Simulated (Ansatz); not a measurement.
Working through a projected density of states of ZnS, space group R3m

Computed with Ansatz 0.2.0 through its Python package.

Run as a notebook:

**Cell 1**
```python
import warnings

import ansatz as az
import numpy as np

warnings.simplefilter("ignore", az.DeckWarning)
```

**Cell 2**
```python
xtal = (
    az.Lattice.from_parameters(15.78234, 15.78234, 15.78234, alpha=13.93868, beta=13.93868, gamma=13.93868)
    .atom("Zn", (0.0, 0.0, 0.0))
    .atom("Zn", (0.733337, 0.733337, 0.733337))
    .atom("Zn", (0.466663, 0.466663, 0.466663))
    .atom("Zn", (0.866667, 0.866667, 0.866667))
    .atom("Zn", (0.600003, 0.600003, 0.600003))
    .atom("S", (0.05, 0.05, 0.05))
    .atom("S", (0.783337, 0.783337, 0.783337))
    .atom("S", (0.516663, 0.516663, 0.516663))
    .atom("S", (0.916667, 0.916667, 0.916667))
    .atom("S", (0.650003, 0.650003, 0.650003))
)
```

**Cell 3**
```python
len(xtal.resolved().sites)
```
Output:
```text
10
```

**Cell 4**
```python
model = (
    xtal.calculation()
    .functional("r2scan", dispersion="d3bjatm")
    .basis(500, xc_grid=3)
    .kpoints(spacing=0.47)
    .occupations(az.OccupationsMethod.FIXED)
    .hubbard("Zn", "d", u_eff=4.5)
    .scf(extra_bands=26)
    .density_of_states(projected=True, energy_step=0.05)
)
def show(event):
    row = event["data"]
    if event["event"] == "scf_iter" and row.get("harris_foulkes_ev") is not None:
        print(f"  iteration {row['iter']:3d}  Harris-Foulkes {row['harris_foulkes_ev']:.5f} eV  residual {row['dr2_ev']:.2e}")
```

**Cell 5**
```python
result = model.session().plan().execute(on_event=show)
data = result.report
```
Output:
```text
  iteration   1  Harris-Foulkes -21168.49345 eV  residual 2.70e+00
  iteration   2  Harris-Foulkes -21168.22568 eV  residual 4.86e-01
  iteration   3  Harris-Foulkes -21168.24923 eV  residual 1.75e-01
  iteration   4  Harris-Foulkes -21168.23739 eV  residual 7.58e-03
  iteration   5  Harris-Foulkes -21168.24019 eV  residual 2.56e-04
  iteration   6  Harris-Foulkes -21168.24030 eV  residual 3.01e-05
  iteration   7  Harris-Foulkes -21168.24015 eV  residual 2.59e-06
  iteration   8  Harris-Foulkes -21168.24015 eV  residual 1.14e-06
  iteration   9  Harris-Foulkes -21168.24015 eV  residual 2.11e-08
```

**Cell 6**
```python
data["kweights"]
```
Output:
```text
[0.008, 0.048, 0.048, 0.048, 0.096, 0.096, 0.048, 0.048, 0.048, 0.016, 0.048, 0.048, 0.048, 0.048,
 0.096, 0.096, 0.048, 0.016, 0.048]
```

**Cell 7**
```python
{key: value for key, value in data.items() if isinstance(value, (int, float)) and "ev" in key}
```
Output:
```text
{'gap_by_band_count_ev': 2.8694810761824927,
 'fermi_energy_ev': 5.287181994726054,
 'harris_foulkes_ev': -21168.240154271138,
 'free_energy_ev': -21168.240154292198,
 'internal_energy_ev': -21168.240154292198,
 'lagrangian_ev': -21168.240154292198,
 'energy_sigma0_ev': -21168.240154292198,
 'lagrangian_sigma0_ev': -21168.240154292198,
 'entropy_ts_ev': 0.0,
 'loop_fermi_energy_ev': 5.2871819947259375,
 'occupations_fermi_energy_ev': 5.287181994726054}
```

**Cell 8**
```python
dos = result.density_of_states()
energy = np.asarray(dos.energies_ev) - dos.fermi_ev
curves = {}
for site in result.projected_density_of_states().sites:
    for shell in site.shells:
        weight = sum(np.sum(curve.g_bin_mean_per_ev, axis=0) for curve in shell.curves)
        name = f"{site.species} {shell.label}"
        curves[name] = curves.get(name, 0) + weight
```

**Cell 9**
```python
step = energy[1] - energy[0]
windows = [(-10, -5), (-5, 0), (0, 6)]
print("states by shell in windows of E - E_F (eV):", windows)
for name, g in curves.items():
    print(f"{name:8s}", " ".join(f"{step * g[(energy >= a) & (energy < b)].sum():8.3f}" for a, b in windows))
filled = (energy < 0) & (energy > -10)
for name, g in curves.items():
    if g[filled].sum() * step > 0.5:
        print(f"centre of {name}: {np.average(energy[filled], weights=g[filled]):.2f} eV")
```
Output:
```text
states by shell in windows of E - E_F (eV): [(-10, -5), (-5, 0), (0, 6)]
Zn 4S       0.231    2.319    3.707
Zn 3D      47.919    1.260    0.020
S 3S        0.524    0.543    0.545
S 3P        1.296   25.038    1.696
centre of Zn 4S: -4.40 eV
centre of Zn 3D: -7.88 eV
centre of S 3S: -5.50 eV
centre of S 3P: -2.58 eV
```

What to keep in mind:
- These settings explore the input space; cutoff and mesh may be short of convergence.
- Along an axis with an odd division the mesh misses the point at one half; a gap read on a finite mesh is an upper bound on this functional's gap.
- Semilocal gaps usually lie well under measured ones.
- U, its shell and the double counting are chosen to explore, and aren't derived for this compound.
- With fixed filling the reported Fermi level is the top filled level among the k-points of the SCF.
- The zero of the levels is a convention of the potentials, so an absolute Fermi energy is no work function.
- The crystal has a gap of about 2.87 eV on the mesh; bins of finite width blur the band edges.
- The starting cell is as deposited in a crystallographic database; the results hold for this polymorph, which needn't be the stable one.
- Levels are Kohn-Sham eigenvalues on this mesh.
- Curves are summed over the cell's atoms. Only shells that the potentials hold have channels, so projections don't add up to the total, least of all where a shell is missing (p of most metals); heights and places of peaks move with the mesh.
- The density of states is complete only as far up as bands were computed.
- A band centre counts only the states inside the window taken.
- Run time: 76 s on 1 thread of Arm Neoverse V1 (shared host), peak memory 0.82 GiB.
